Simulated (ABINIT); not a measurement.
The system is As.

```
CELL_PARAMETERS angstrom
1.88080 1.08588 3.51406
-1.88080 1.08588 3.51406
0.00000 -2.17176 3.51406
ATOMIC_POSITIONS crystal
As 0.22600 0.22600 0.22600
As 0.77400 0.77400 0.77400
```

| Item | Value |
| --- | --- |
| Program | ABINIT 10.8.3 (patched build) |
| Task | relaxation of cell and atoms |
| Functional | PBE |
| Dispersion | D3(BJ) |
| Potentials or basis | JTH PAW PBE v2.0 |
| Cutoff | 408 eV |
| k mesh | 7 × 7 × 7 |
| Occupations | fermi-dirac, width 0.05 eV |
| Spin | no spin polarisation |

At the start: pressure 0.5 GPa; volume 21.53 Å³/atom.

Problem. Where does the relaxation end?

Solution. Over 11 steps the energy falls by 11.4 meV/atom and the volume is 20.89 Å³/atom (-3.0 %); space group R-3m (No. 166, to 0.05 Å).

Step by step:
```tsv
step	energy change (eV)	largest force (eV/Å)	pressure (GPa)	volume (Å³)
1	0.0000	0.4095	0.52	43.06
2	-0.0045	0.2938	0.10	43.13
3	-0.0101	0.0236	-0.80	43.18
4	-0.0112	0.0223	-0.85	43.09
5	-0.0160	0.1435	-0.63	42.43
6	-0.0188	0.1643	-0.05	41.79
7	-0.0203	0.1071	0.33	41.56
8	-0.0216	0.0015	0.58	41.53
9	-0.0220	0.0245	0.50	41.59
10	-0.0225	0.0282	0.18	41.72
11	-0.0227	0.0102	0.03	41.77
```

Final structure:
```
As
1.0
     1.89608    1.09470    3.35408
    -1.89608    1.09470    3.35408
     0.00000   -2.18941    3.35408
As
2
Cartesian
  0.0000 0.0000 2.3156
  0.0000 0.0000 7.7466
```

Caveat: the log and the count of SCF iterations are those of the last ABINIT call alone.
